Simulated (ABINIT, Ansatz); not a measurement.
# How the form of the self-energy moves the gap of RbCl (Fm-3m)

Aim: compare treatments of exchange, screening and correlation for the gap of RbCl (Fm-3m).

Method: PBE and many-body steps on it, plane waves, in ABINIT 10.8.3.

### Step 1. Starting point

The structure is cubic, space group Fm-3m (No. 225). The conventional cell has a = 6.579 Å, b = 6.579 Å, c = 6.579 Å, α = 90.00°, β = 90.00°, γ = 90.00°. Nearest to Rb lie 6 Cl at 3.29 Å. Cl has 6 Rb at 3.29 Å nearest. Farther neighbours and most contacts between anions are not listed.

Structure file:

```cif
data_structure
_symmetry_space_group_name_H-M 'Fm-3m'
_symmetry_Int_Tables_number 225
_cell_length_a 6.5790
_cell_length_b 6.5790
_cell_length_c 6.5790
_cell_angle_alpha 90.000
_cell_angle_beta 90.000
_cell_angle_gamma 90.000
_cell_volume 284.76
loop_
_atom_site_label
_atom_site_type_symbol
_atom_site_symmetry_multiplicity
_atom_site_Wyckoff_symbol
_atom_site_fract_x
_atom_site_fract_y
_atom_site_fract_z
_atom_site_occupancy
Rb1 Rb 4 a 0.00000 0.00000 0.00000 1
Cl1 Cl 4 b 0.50000 0.00000 0.00000 1
```

The cell and positions come from the Crystallography Open Database and are kept as given unless a step says otherwise.

### Step 2. Empty states on the mesh, 4×4×4 mesh, 1309 bands

This step: ABINIT 10.8.3; DFT, PBE, plane waves, norm-conserving pseudopotentials.

The sums over transitions need many empty states on a uniform mesh; this step solves for them.

The input, run.abi:

```
acell 3*1.0 Angstrom
rprim 
  0.000000000000 3.289500000000 3.289500000000
  3.289500000000 0.000000000000 3.289500000000
  3.289500000000 3.289500000000 -0.000000000000
ntypat 2
znucl 37 17
natom 2
typat 1 2
xred 
  0.000000000000 0.000000000000 0.000000000000
  0.500000000000 0.500000000000 0.500000000000
pp_dirpath "pseudos"
pseudos "Rb.upf, Cl.upf"
ecut 25
ngkpt 4 4 4
nshiftk 1
shiftk 0 0 0
kptopt 1
chksymbreak 0
irdden 1
istwfk *1
nband 1309
prtvol 0
optdriver 6
gwr_task "HDIAGO"
paral_kgb 0
occopt 1
indata_prefix "in"
outdata_prefix "out"
tmpdata_prefix "tmp"
```

The run is started by

```sh
$ OMP_NUM_THREADS=1 mpirun -n 4 abinit run.abi > log
```

The log of the run:

```text
.Version 10.8.3 of ABINIT. v10.8.2 released Aug 2026.

 Symmetries : space group Fm -3 m (#225); Bravais cF (face-center cubic)
[... echo of the input left out ...]
== DATASET  1 ==================================================================
-   mpi_nproc: 4, omp_nthreads: 1 (-1 if OMP is not activated)

--- !DatasetInfo
iteration_state: {dtset: 1, }
dimensions: {natom: 2, nkpt: 8, mband: 1309, nsppol: 1, nspinor: 1, nspden: 1, mpw: 2884, }
cutoff_energies: {ecut:  25.0, pawecutdg:  -1.0, }
[...]
Direct band gap semiconductor
 Fundamental gap:     5.003 (eV)
   VBM:    -1.409 (eV) at k: [ 0.0000E+00,  0.0000E+00,  0.0000E+00]
   CBM:     3.594 (eV) at k: [ 0.0000E+00,  0.0000E+00,  0.0000E+00]
 Direct gap:         5.003 (eV) at k: [ 0.0000E+00,  0.0000E+00,  0.0000E+00]

== END DATASET(S) ==============================================================
================================================================================

 -outvars: echo values of variables after computation  --------
           etotal      0.0000000000E+00
            nband        1309
             nkpt           8
          spgroup         225
 [... the other variables as echoed above ...]

 Calculation completed.
```

The job ended after 35 s (4 MPI ranks of Intel Xeon Platinum 8488C (Sapphire Rapids), shared host; peak memory 2.2 GiB; 2.3 min of CPU time).

This step gave:

```yaml
gap: 5.003 eV
k_of_the_valence_top: 0, 0, 0
k_of_the_conduction_bottom: 0, 0, 0
least_direct_gap: 5.003 eV
k_points_computed: 8
lowest_point_of_the_top_converged_band_above_the_valence_top: 393.1844 eV
```

On this mesh the gap is 5.003 eV.

The density comes from a self-consistent run that is not shown.

### Step 3. Screening, 4×4×4 mesh, 535 bands, screening to 283 eV

The RPA dielectric matrix is built and inverted for each q.

This step: RPA screening on PBE, plane waves, norm-conserving pseudopotentials.

run.abi: that of step 2 with these lines changed.

```diff
@@ -20,10 +20,11 @@
 chksymbreak 0
-irdden 1
 istwfk *1
-nband 1309
-prtvol 0
-optdriver 6
-gwr_task "HDIAGO"
-paral_kgb 0
 occopt 1
+irdwfk 1
+optdriver 3
+nband 535
+ecuteps 10.4
+inclvkb 2
+awtr 1
+symchi 1
 indata_prefix "in"
```

The log of the run:

```text
.Version 10.8.3 of ABINIT. v10.8.2 released Aug 2026.

 Symmetries : space group Fm -3 m (#225); Bravais cF (face-center cubic)
[... echo of the input left out ...]
== DATASET  1 ==================================================================
-   mpi_nproc: 4, omp_nthreads: 1 (-1 if OMP is not activated)

--- !DatasetInfo
iteration_state: {dtset: 1, }
dimensions: {natom: 2, nkpt: 8, mband: 535, nsppol: 1, nspinor: 1, nspden: 1, mpw: 2884, }
cutoff_energies: {ecut:  25.0, pawecutdg:  -1.0, }
electrons: {nelect:   1.60000000E+01, charge:   0.00000000E+00, occopt:   1.00000000E+00, tsmear:   1.00000000E-02, }

 SCREENING: Calculation of the susceptibility and dielectric matrices

 Based on a program developped by R.W. Godby, V. Olevano, G. Onida, and L. Reining.
 Incorporated in ABINIT by V. Olevano, G.-M. Rignanese, and M. Torrent.
.Using double precision arithmetic ; gwpc =  8

[... cell and pseudopotentials left out ...]
--------------------------------------------------------------------------------

 ==== K-mesh for the wavefunctions ====
 Number of points in the irreducible wedge :     8
[... list of points left out ...]
 Together with 48 symmetry operations and time-reversal symmetry
 yields    64 points in the full Brillouin Zone.

 ==== Q-mesh for the screening function ====
 Number of points in the irreducible wedge :     8
[... list of points left out ...]
 Together with 48 symmetry operations and time-reversal symmetry
 yields    64 points in the full Brillouin Zone.

 setmesh: FFT mesh size selected  =    36x   36x   36
          total number of points  =        46656

 vcoul_init : cutoff-mode = AUXILIARY_FUNCTION
 q-points for optical limit:   1
     1)      0.000010    0.000020    0.000030

- screening: taking advantage of time-reversal symmetry
- Maximum band index for partially occupied states nbvw = 8
- Remaining bands to be divided among processors   nbcw = 527
- Number of bands treated by each node ~131

 Number of electrons calculated from density =   16.0000; Expected =   16.0000
 average of density, n =  0.033305
 r_s =    1.9281
 omega_plasma =   17.6038 [eV]

 calculating chi0 at frequencies [eV] :
  1    0.000000E+00    0.000000E+00
  2    0.000000E+00    1.760384E+01

--------------------------------------------------------------------------------
  q-point number  1        q = ( 0.000000, 0.000000, 0.000000) [r.l.u.]
--------------------------------------------------------------------------------
[... chi0 elements left out ...]
 For q-point:  0.000010 0.000020 0.000030
  dielectric constant =   2.1892
  dielectric constant without local fields =   2.6010

  Average fulfillment of the sum rule on Im[epsilon] for q-point    1 :     94.98  [%]
[... wings left out ...]
  q-point number  2        q = ( 0.250000, 0.000000, 0.000000) [r.l.u.]
--------------------------------------------------------------------------------
[... chi0 elements left out ...]
  Average fulfillment of the sum rule on Im[epsilon] for q-point    2 :     95.81  [%]

 [... 6 further q-points ...]
```

Elapsed: 4.9 min, on 4 MPI ranks; peak memory 4 GiB.

This step gave:

| Item | Value |
| --- | --- |
| ε∞ with local fields, on this mesh, along the program's q direction | 2.189 |
| the same without local fields | 2.601 |
| plasma frequency | 17.60 eV |
| plane waves in the screening matrix | 749 |

Local fields lower ε∞ by 16 %.

### Step 4. G0W0, Godby-Needs plasmon pole

The self-energy is evaluated for the states that the input lists, and the levels follow from it, in one-shot runs by the linearised quasiparticle equation.

This step: G0W0 on PBE, plane waves, norm-conserving pseudopotentials.

run.abi: that of step 3 with these lines changed.

```diff
@@ -23,8 +23,15 @@
 irdwfk 1
-optdriver 3
+optdriver 4
 nband 535
+gwcalctyp 0
+ecutsigx 25
+symsigma 1
+nkptgw 1
+kptgw 
+  0.0000000000 0.0000000000 0.0000000000
+bdgw 
+  6 12
 ecuteps 10.4
-inclvkb 2
-awtr 1
-symchi 1
+irdscr 1
+ppmodel 1
 indata_prefix "in"
```

The log of the run:

```text
.Version 10.8.3 of ABINIT. v10.8.2 released Aug 2026.

 Symmetries : space group Fm -3 m (#225); Bravais cF (face-center cubic)
[... echo of the input left out ...]
== DATASET  1 ==================================================================
-   mpi_nproc: 4, omp_nthreads: 1 (-1 if OMP is not activated)

--- !DatasetInfo
iteration_state: {dtset: 1, }
dimensions: {natom: 2, nkpt: 8, mband: 535, nsppol: 1, nspinor: 1, nspden: 1, mpw: 2884, }
cutoff_energies: {ecut:  25.0, pawecutdg:  -1.0, }
electrons: {nelect:   1.60000000E+01, charge:   0.00000000E+00, occopt:   1.00000000E+00, tsmear:   1.00000000E-02, }

 SIGMA: Calculation of the GW corrections

 Based on a program developped by R.W. Godby, V. Olevano, G. Onida, and L. Reining.
 Incorporated in ABINIT by V. Olevano, G.-M. Rignanese, and M. Torrent.
.Using double precision arithmetic ; gwpc =  8

[... cell and pseudopotentials left out ...]
--------------------------------------------------------------------------------

 ==== K-mesh for the wavefunctions ====
 Number of points in the irreducible wedge :     8
[... list of points left out ...]
 Together with 48 symmetry operations and time-reversal symmetry
 yields    64 points in the full Brillouin Zone.

 ==== Q-mesh for screening function ====
 Number of points in the irreducible wedge :     8
[... list of points left out ...]
 Together with 48 symmetry operations and time-reversal symmetry
 yields    64 points in the full Brillouin Zone.

 vcoul_init : cutoff-mode = AUXILIARY_FUNCTION
 q-points for optical limit:   1
     1)      0.000010    0.000020    0.000030
 setmesh: FFT mesh size selected  =    40x   40x   40
          total number of points  =        64000

 Number of electrons calculated from density =   16.0000; Expected =   16.0000
 average of density, n =  0.033305
 r_s =    1.9281
 omega_plasma =   17.6038 [eV]

 === KS Band Gaps ===
  >>>> For spin  1
   Minimum direct gap =   5.0027 [eV], located at k-point      :   0.0000  0.0000  0.0000
   Fundamental gap    =   5.0027 [eV], Top of valence bands at :   0.0000  0.0000  0.0000
                                       Bottom of conduction at :   0.0000  0.0000  0.0000
 SIGMA fundamental parameters:
 PLASMON POLE MODEL  1
 number of plane-waves for SigmaX                 2837
 number of plane-waves for SigmaC and W            749
 number of plane-waves for wavefunctions          2837
 number of bands                                   535
 number of independent spin polarizations            1
 number of spinorial components                      1
 number of k-points in IBZ                           8
 number of q-points in IBZ                           8
 number of symmetry operations                      48
 number of k-points in BZ                           64
 number of q-points in BZ                           64
 number of frequencies for dSigma/dE                 9
 frequency step for dSigma/dE [eV]                0.25
 number of omega for Sigma on real axis              0
 max omega for Sigma on real axis  [eV]           0.00
 zcut for avoiding poles [eV]                     0.10

 EPSILON^-1 parameters (SCR file):
 dimension of the eps^-1 matrix on file            749
 dimension of the eps^-1 matrix used               749
 number of plane-waves for wavefunctions          2837
 number of bands                                   535
 number of q-points in IBZ                           8
 number of frequencies                               2
 number of real frequencies                          1
 number of imag frequencies                          1

 matrix elements of self-energy operator (all in [eV])

 Perturbative Calculation

--- !SelfEnergy_ee
iteration_state: {dtset: 1, }
kpoint     : [   0.000,    0.000,    0.000, ]
spin       : 1
KS_gap     :    5.003
QP_gap     :    7.926
Delta_QP_KS:    2.923
data: !SigmaeeData |
     Band     E0 <VxcDFT>   SigX SigC(E0)      Z dSigC/dE  Sig(E)    E-E0       E
        6  -1.409 -14.024 -18.548   1.620   0.804  -0.243 -16.360  -2.335  -3.745
        7  -1.409 -14.024 -18.548   1.620   0.804  -0.243 -16.360  -2.335  -3.745
        8  -1.409 -14.024 -18.548   1.620   0.804  -0.243 -16.360  -2.335  -3.745
        9   3.594  -6.590  -3.001  -2.917   0.874  -0.144  -6.003   0.588   4.181
       10   6.578  -7.734  -3.429  -2.967   0.871  -0.148  -6.569   1.165   7.743
       11   6.578  -7.734  -3.429  -2.967   0.871  -0.148  -6.569   1.165   7.743
       12   6.578  -7.734  -3.429  -2.967   0.871  -0.148  -6.569   1.165   7.743

== END DATASET(S) ==============================================================
================================================================================

 -outvars: echo values of variables after computation  --------
           etotal      0.0000000000E+00
            nband         535
             nkpt           8
          spgroup         225
 [... the other variables as echoed above ...]

 Calculation completed.
```

The job ended after 2.7 min (4 MPI ranks; peak memory 4.7 GiB).

This step gave:

```
G0W0 gap on the points computed              : 7.926 eV
starting gap on the mesh                     : 5.003 eV
k of the valence top                         : 0, 0, 0
k of the conduction bottom                   : 0, 0, 0
Z at the valence top                         : 0.804
Z at the conduction bottom                   : 0.874
least direct G0W0 gap on the computed points : 7.926 eV
```

The gap on the mesh goes from 5.00 eV to 7.93 eV, a correction of +2.92 eV.

### Step 5. G0W0, von der Linden-Horsch plasmon pole

run.abi: that of step 4 with these lines changed.

```diff
@@ -35,3 +35,3 @@
 irdscr 1
-ppmodel 1
+ppmodel 3
 indata_prefix "in"
```

The log of the run:

```text
.Version 10.8.3 of ABINIT. v10.8.2 released Aug 2026.

 Symmetries : space group Fm -3 m (#225); Bravais cF (face-center cubic)
[... echo of the input left out ...]
== DATASET  1 ==================================================================
-   mpi_nproc: 4, omp_nthreads: 1 (-1 if OMP is not activated)

--- !DatasetInfo
iteration_state: {dtset: 1, }
dimensions: {natom: 2, nkpt: 8, mband: 535, nsppol: 1, nspinor: 1, nspden: 1, mpw: 2884, }
cutoff_energies: {ecut:  25.0, pawecutdg:  -1.0, }
electrons: {nelect:   1.60000000E+01, charge:   0.00000000E+00, occopt:   1.00000000E+00, tsmear:   1.00000000E-02, }

 SIGMA: Calculation of the GW corrections

 Based on a program developped by R.W. Godby, V. Olevano, G. Onida, and L. Reining.
 Incorporated in ABINIT by V. Olevano, G.-M. Rignanese, and M. Torrent.
.Using double precision arithmetic ; gwpc =  8

[... cell and pseudopotentials left out ...]
--------------------------------------------------------------------------------

 ==== K-mesh for the wavefunctions ====
 Number of points in the irreducible wedge :     8
[... list of points left out ...]
 Together with 48 symmetry operations and time-reversal symmetry
 yields    64 points in the full Brillouin Zone.

 ==== Q-mesh for screening function ====
 Number of points in the irreducible wedge :     8
[... list of points left out ...]
 Together with 48 symmetry operations and time-reversal symmetry
 yields    64 points in the full Brillouin Zone.

 vcoul_init : cutoff-mode = AUXILIARY_FUNCTION
 q-points for optical limit:   1
     1)      0.000010    0.000020    0.000030
 setmesh: FFT mesh size selected  =    40x   40x   40
          total number of points  =        64000

 Number of electrons calculated from density =   16.0000; Expected =   16.0000
[...]
number of q-points in BZ                           64
 number of frequencies for dSigma/dE                 9
 frequency step for dSigma/dE [eV]                0.25
 number of omega for Sigma on real axis              0
 max omega for Sigma on real axis  [eV]           0.00
 zcut for avoiding poles [eV]                     0.10

 EPSILON^-1 parameters (SCR file):
 dimension of the eps^-1 matrix on file            749
 dimension of the eps^-1 matrix used               749
 number of plane-waves for wavefunctions          2837
 number of bands                                   535
 number of q-points in IBZ                           8
 number of frequencies                               2
 number of real frequencies                          1
 number of imag frequencies                          1

 matrix elements of self-energy operator (all in [eV])

 Perturbative Calculation

--- !SelfEnergy_ee
iteration_state: {dtset: 1, }
kpoint     : [   0.000,    0.000,    0.000, ]
spin       : 1
KS_gap     :    5.003
QP_gap     :    8.276
Delta_QP_KS:    3.274
data: !SigmaeeData |
     Band     E0 <VxcDFT>   SigX SigC(E0)      Z dSigC/dE  Sig(E)    E-E0       E
        6  -1.409 -14.024 -18.548   1.093   0.868  -0.152 -17.002  -2.977  -4.386
        7  -1.409 -14.024 -18.548   1.093   0.868  -0.152 -17.002  -2.977  -4.386
        8  -1.409 -14.024 -18.548   1.093   0.868  -0.152 -17.002  -2.977  -4.386
        9   3.594  -6.590  -3.001  -3.267   0.919  -0.088  -6.294   0.296   3.890
       10   6.578  -7.734  -3.429  -3.326   0.919  -0.088  -6.834   0.900   7.478
       11   6.578  -7.734  -3.429  -3.326   0.919  -0.088  -6.834   0.900   7.478
       12   6.578  -7.734  -3.429  -3.326   0.919  -0.088  -6.834   0.900   7.478

== END DATASET(S) ==============================================================
================================================================================

 -outvars: echo values of variables after computation  --------
           etotal      0.0000000000E+00
            nband         535
             nkpt           8
          spgroup         225
 [... the other variables as echoed above ...]

 Calculation completed.
```

The job ended after 75 s (4 MPI ranks; peak memory 4.1 GiB).

Numbers from this step:

* G0W0 gap on the points computed: 8.276 eV
* starting gap on the mesh: 5.003 eV
* k of the valence top: 0, 0, 0
* k of the conduction bottom: 0, 0, 0
* Z at the valence top: 0.868
* Z at the conduction bottom: 0.919
* least direct G0W0 gap on the computed points: 8.276 eV

Against G0W0 in ABINIT (4×4×4 mesh, 535 bands, screening to 283 eV, Godby-Needs plasmon pole), the gap moves by +0.350 eV.

### Step 6. G0W0, Engel-Farid plasmon pole

run.abi: that of step 5 with these lines changed.

```diff
@@ -35,3 +35,3 @@
 irdscr 1
-ppmodel 3
+ppmodel 4
 indata_prefix "in"
```

The log of the run:

```text
.Version 10.8.3 of ABINIT. v10.8.2 released Aug 2026.

 Symmetries : space group Fm -3 m (#225); Bravais cF (face-center cubic)
[... echo of the input left out ...]
== DATASET  1 ==================================================================
-   mpi_nproc: 4, omp_nthreads: 1 (-1 if OMP is not activated)

--- !DatasetInfo
iteration_state: {dtset: 1, }
dimensions: {natom: 2, nkpt: 8, mband: 535, nsppol: 1, nspinor: 1, nspden: 1, mpw: 2884, }
cutoff_energies: {ecut:  25.0, pawecutdg:  -1.0, }
[...]
10   6.578  -7.734  -3.429  -3.095   0.878  -0.139  -6.671   1.063   7.641
       11   6.578  -7.734  -3.429  -3.095   0.878  -0.139  -6.671   1.063   7.641
       12   6.578  -7.734  -3.429  -3.095   0.878  -0.139  -6.671   1.063   7.641

== END DATASET(S) ==============================================================
================================================================================

 -outvars: echo values of variables after computation  --------
           etotal      0.0000000000E+00
            nband         535
             nkpt           8
          spgroup         225
 [... the other variables as echoed above ...]

 Calculation completed.
```

The job ended after 71 s (4 MPI ranks; peak memory 4.2 GiB).

This step gave:

| Property | Result |
| --- | --- |
| G0W0 gap on the points computed | 8.154 eV |
| starting gap on the mesh | 5.003 eV |
| k of the valence top | 0, 0, 0 |
| k of the conduction bottom | 0, 0, 0 |
| least direct G0W0 gap on the computed points | 8.154 eV |

Against G0W0 in ABINIT (4×4×4 mesh, 535 bands, screening to 283 eV, Godby-Needs plasmon pole), the gap moves by +0.228 eV.

[end of part 1 of 2]

[Paths, hosts, dates, memory and timing lines, banners, echoed tables and standing remarks are left out of the program output.]

[Logs are printed without paths, hosts, clocks, repeated set-up lines and the standing remarks that a program may print on its own settings, such as how far it seeks lower states.]

[Runs of the session that timed out or met a known fault of the program may be left out.]

[Hosts, paths, dates, database ids (printed as entryN), source tags and the programs' standing remarks are cut or masked in the printed files.]

[G0W0 gaps are taken among the corrected bands and points alone; a level outside them can change the order at an edge.]

[Where Ansatz stands beside ABINIT at settings called matched, ABINIT's density can come from a denser mesh and the files from another edition; pairs whose starting gaps differed by over 0.03 eV were left out, so agreement reads better than it is.]
